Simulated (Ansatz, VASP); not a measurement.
## One calculation of Rb, two programs

```
Rb
1.0
    -2.37899    2.37899    8.48867
     2.37899   -2.37899    8.48867
     2.37899    2.37899   -8.48867
Rb
2
Cartesian
  2.3790 0.0000 4.2443
  0.0000 0.0000 8.4887
```

This isn't the form of Rb at room conditions, which is bcc.

Alike in both runs: task single point; functional PBE; k mesh 6 × 6 × 6; occupations gaussian, width 0.1 eV; no spin polarisation.

```csv
,VASP,Ansatz
version,VASP 6.6.1,Ansatz 0.2.0
potentials or method,"VASP PAW PBE potentials, release 64 (Rb_sv)","scalar-relativistic, plane waves, PAW"
plane-wave cutoff (eV),520,420
valence electrons in the cell,18,18
```

|  | VASP | Ansatz | Ansatz less VASP |
| --- | --- | --- | --- |
| gap on the k mesh at the Fermi level (eV) | none | none | - |
| pressure (GPa) | 0.0 | 0.0 | 0.00 |

A gap of «none» marks a metal or a gap that the smearing closes.
